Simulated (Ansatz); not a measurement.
**Si2Ni under changes of volume**

One of the cells (13.166 Å³/atom); the others are scaled copies at fixed shape and fractional positions:

```
CELL_PARAMETERS angstrom
0.00000 2.70300 2.70300
2.70300 0.00000 2.70300
2.70300 2.70300 0.00000
ATOMIC_POSITIONS crystal
Ni 0.00000 0.00000 0.00000
Si 0.75000 0.75000 0.75000
Si 0.25000 0.25000 0.25000
```

* Program: Ansatz 0.2.0
* Functional: LDA
* Potentials or basis: Ansatz PAW
* Cutoff: 420 eV (not typed: the program's choice for these potentials)
* k mesh: 9 × 9 × 9
* Occupations: fermi-dirac, width 0.05 eV
* Spin: collinear spin, ferromagnetic start
* Starting moments: [1.0, 0.0, 0.0] μB

```csv
volume (Å³/atom),energy over the lowest point (meV/atom),pressure (GPa)
12.376,?,?
12.639,0.78,2.1
12.902,0.00,-1.3
13.166,4.47,-4.3
13.429,13.71,-7.1
13.692,27.35,-9.6
13.956,44.94,-11.9
```

**Question.** What does the run at 12.376 Å³/atom give?

**Answer.** Energy over the lowest point 7.27 meV/atom; pressure 5.8 GPa.

Worked out: A Birch-Murnaghan fit of order 3 (a polynomial in V^(-2/3)) to the other rows has its minimum at 12.81 Å³/atom with B0 = V·E''(V) = 161 GPa and B' = 3.7. It gives 7.37 meV/atom at 12.376 Å³/atom, against the run's 7.27, and -dE/dV = 5.9 GPa, against 5.8.

Energies are extrapolated to zero smearing.

Caveats: the PAW data sets come from PBE, with cores solved anew for the run's functional, which leaves a small shift of forces and pressure; the starting moments weren't kept.
